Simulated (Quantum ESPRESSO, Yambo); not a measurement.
## GaAs (F-43m): G0W0 in Yambo against the screening cutoff

How does the gap of GaAs (F-43m) converge in the screening cutoff?

Program: Yambo 5.3.0. Level of theory: PBE and many-body steps on it, plane waves. Results are calculated unless marked as measured.

This is a report of a sequence of runs, with most program output left out.

## 1. The starting structure

Symmetry: F-43m, No. 216, cubic system. The conventional cell has a = 5.654 Å, b = 5.654 Å, c = 5.654 Å, α = 90.00°, β = 90.00°, γ = 90.00°. Nearest to Ga lie 4 As at 2.45 Å. Nearest to As lie 4 Ga at 2.45 Å. Farther neighbours are not listed.

Coordinates:

```cif
data_structure
_symmetry_space_group_name_H-M 'P 1'
_symmetry_Int_Tables_number 1
_cell_length_a 3.9978
_cell_length_b 3.9978
_cell_length_c 3.9978
_cell_angle_alpha 60.000
_cell_angle_beta 60.000
_cell_angle_gamma 60.000
_cell_volume 45.18
loop_
_atom_site_label
_atom_site_type_symbol
_atom_site_fract_x
_atom_site_fract_y
_atom_site_fract_z
_atom_site_occupancy
Ga1 Ga 0.00000 0.00000 0.00000 1
As2 As 0.25000 0.25000 0.25000 1
```

The cell and positions come from the Crystallography Open Database and are kept as given unless a step says otherwise.

## 2. 3.25 Ha

This step: Yambo 5.3.0; G0W0 on PBE, plane waves, norm-conserving pseudopotentials.

Now the one-shot GW correction: screening in the RPA, then the self-energy of the levels asked for.

Input file gw7.in:

```
HF_and_locXC
gw0
dyson
ppa
em1d
rim_cut
RandQpts= 1000000
RandGvec= 1 RL
EXXRLvcs= 104 Ry
VXCRLvcs= 416 Ry
Chimod= "HARTREE"
% BndsRnXp
 1 | 124 |
%
NGsBlkXp= 6.5 Ry
% LongDrXp
 1 | 1 | 1 |
%
% GbndRnge
 1 | 124 |
%
DysSolver= "n"
ExtendOut
PPAPntXp= 27.21138 eV
% QPkrange
 1 | 1 | 21 | 24 |
%
```

Launch:

```sh
> OMP_NUM_THREADS=1 mpirun -n 4 yambo -F gw7.in -J gw7 -C gw7 > gw7.log
```

The job ended after 84 s (4 MPI ranks of Arm Neoverse V2, shared host; peak memory 2.1 GiB).

This step gave:

| Quantity | Value |
| --- | --- |
| G0W0 gap on the points computed | 1.172 eV |
| starting gap on the mesh | 0.5181 eV |
| k of the valence top | 0, 0, 0 |
| k of the conduction bottom | 0, 0, 0 |
| least direct G0W0 gap on the computed points | 1.172 eV |
| Z at the valence top | 0.7964 |
| Z at the conduction bottom | 0.7994 |

The gap on the mesh goes from 0.52 eV to 1.17 eV, a correction of +0.65 eV.

## 3. 5.25 Ha

Input file gw8.in:

```
HF_and_locXC
gw0
dyson
ppa
em1d
rim_cut
RandQpts= 1000000
RandGvec= 1 RL
EXXRLvcs= 104 Ry
VXCRLvcs= 416 Ry
Chimod= "HARTREE"
% BndsRnXp
 1 | 124 |
%
NGsBlkXp= 10.5 Ry
% LongDrXp
 1 | 1 | 1 |
%
% GbndRnge
 1 | 124 |
%
DysSolver= "n"
ExtendOut
PPAPntXp= 27.21138 eV
% QPkrange
 1 | 1 | 21 | 24 |
%
```

Launch:

```sh
> OMP_NUM_THREADS=1 mpirun -n 4 yambo -F gw8.in -J gw8 -C gw8 > gw8.log
```

It took 1.7 min on 4 MPI ranks; peak memory 2.1 GiB.

This step gave:

| Property | Result |
| --- | --- |
| G0W0 gap on the points computed | 1.176 eV |
| starting gap on the mesh | 0.5181 eV |
| k of the valence top | 0, 0, 0 |
| k of the conduction bottom | 0, 0, 0 |
| least direct G0W0 gap on the computed points | 1.176 eV |
| Z at the valence top | 0.7951 |
| Z at the conduction bottom | 0.7985 |

Against the run before, the gap moves by +0.004 eV.

## 4. 10.5 Ha

Input file gw9.in:

```
HF_and_locXC
gw0
dyson
ppa
em1d
rim_cut
RandQpts= 1000000
RandGvec= 1 RL
EXXRLvcs= 104 Ry
VXCRLvcs= 416 Ry
Chimod= "HARTREE"
% BndsRnXp
 1 | 124 |
%
NGsBlkXp= 21 Ry
% LongDrXp
 1 | 1 | 1 |
%
% GbndRnge
 1 | 124 |
%
DysSolver= "n"
ExtendOut
PPAPntXp= 27.21138 eV
% QPkrange
 1 | 1 | 21 | 24 |
%
```

Launch:

```sh
> OMP_NUM_THREADS=1 mpirun -n 4 yambo -F gw9.in -J gw9 -C gw9 > gw9.log
```

The job ended after 4.9 min (4 MPI ranks; peak memory 2.1 GiB; 19 min of CPU time).

Numbers from this step:

```
G0W0 gap on the points computed              : 1.179 eV
starting gap on the mesh                     : 0.5181 eV
k of the valence top                         : 0, 0, 0
k of the conduction bottom                   : 0, 0, 0
least direct G0W0 gap on the computed points : 1.179 eV
```

Against the run before, the gap moves by +0.003 eV.

## 5. 13 Ha

Input file gw10.in:

```
HF_and_locXC
gw0
dyson
ppa
em1d
rim_cut
RandQpts= 1000000
RandGvec= 1 RL
EXXRLvcs= 104 Ry
VXCRLvcs= 416 Ry
Chimod= "HARTREE"
% BndsRnXp
 1 | 124 |
%
NGsBlkXp= 26 Ry
% LongDrXp
 1 | 1 | 1 |
%
% GbndRnge
 1 | 124 |
%
DysSolver= "n"
ExtendOut
PPAPntXp= 27.21138 eV
% QPkrange
 1 | 1 | 21 | 24 |
%
```

Launch:

```sh
> OMP_NUM_THREADS=1 mpirun -n 4 yambo -F gw10.in -J gw10 -C gw10 > gw10.log
```

It took 8.4 min on 4 MPI ranks; peak memory 2.1 GiB; 33 min of CPU time.

This step gave:

| Item | Value |
| --- | --- |
| G0W0 gap on the points computed | 1.183 eV |
| starting gap on the mesh | 0.5181 eV |
| k of the valence top | 0, 0, 0 |
| k of the conduction bottom | 0, 0, 0 |
| least direct G0W0 gap on the computed points | 1.183 eV |

Against the run before, the gap moves by +0.003 eV.

## 6. 16.25 Ha

Input file gw11.in:

```
HF_and_locXC
gw0
dyson
ppa
em1d
rim_cut
RandQpts= 1000000
RandGvec= 1 RL
EXXRLvcs= 104 Ry
VXCRLvcs= 416 Ry
Chimod= "HARTREE"
% BndsRnXp
 1 | 124 |
%
NGsBlkXp= 32.5 Ry
% LongDrXp
 1 | 1 | 1 |
%
% GbndRnge
 1 | 124 |
%
DysSolver= "n"
ExtendOut
PPAPntXp= 27.21138 eV
% QPkrange
 1 | 1 | 21 | 24 |
%
```

Launch:

```sh
> OMP_NUM_THREADS=1 mpirun -n 4 yambo -F gw11.in -J gw11 -C gw11 > gw11.log
```

Wall time 13 min (4 MPI ranks); peak memory 2.1 GiB.

Numbers from this step:

- G0W0 gap on the points computed: 1.186 eV
- starting gap on the mesh: 0.5181 eV
- k of the valence top: 0, 0, 0
- k of the conduction bottom: 0, 0, 0
- least direct G0W0 gap on the computed points: 1.186 eV

Against the run before, the gap moves by +0.004 eV.

## 7. The runs together

Times are wall times on 4 MPI ranks of Arm Neoverse V2, shared host, good to a factor of about two.

| run | mesh | bands | screening cutoff (eV) | DFT gap (eV) | gap on the mesh (eV) | direct (eV) | time |
| --- | --- | --- | --- | --- | --- | --- | --- |
| 3.25 Ha | 4×4×4 | 124 | 88.4 | 0.518 | 1.172 | 1.172 | 84 s |
| 5.25 Ha | 4×4×4 | 124 | 142.9 | 0.518 | 1.176 | 1.176 | 1.7 min |
| 10.5 Ha | 4×4×4 | 124 | 285.7 | 0.518 | 1.179 | 1.179 | 4.9 min |
| 13 Ha | 4×4×4 | 124 | 353.7 | 0.518 | 1.183 | 1.183 | 8.4 min |
| 16.25 Ha | 4×4×4 | 124 | 442.2 | 0.518 | 1.186 | 1.186 | 13 min |

## 8. Summary of results

| Quantity | Value |
| --- | --- |
| 3.25 Ha | 1.172 eV |
| 5.25 Ha | 1.176 eV |
| 10.5 Ha | 1.179 eV |
| 13 Ha | 1.183 eV |
| 16.25 Ha | 1.186 eV |
| known limits | not at the basis limit; no spin-orbit coupling; coarse k mesh |

**Reading.** The setting moved: screening cutoff. From 3.25 Ha to 16.25 Ha the gap moves by +0.01 eV, for 9.3 times the time. It holds to 0.03 eV from 3.25 Ha on. Bands and screening cutoff are coupled, so a series along one setting does not show full convergence. Bands and cutoff are finite, so the gap is not at the basis limit. The miss can reach some tenths of an eV and take either sign; the mesh is an error of its own. In the G0W0 runs levels were corrected at 1 k point alone, so a gap called «on the mesh» is the least over those, and an edge elsewhere would be missed. The 4×4×4 mesh is coarse for this cell, which bears on the long-range parts of exchange and screening. The many-body steps are scalar-relativistic: spin-orbit coupling is not in them.

[Paths, hosts, dates, memory and timing lines, banners, echoed tables and standing remarks are left out of the program output.]

[Logs are printed without paths, hosts, clocks, repeated set-up lines and the standing remarks that a program may print on its own settings, such as how far it seeks lower states.]

[Runs of the session that timed out or met a known fault of the program may be left out.]

[Hosts, paths, dates, database ids (printed as entryN), source tags and the programs' standing remarks are cut or masked in the printed files.]
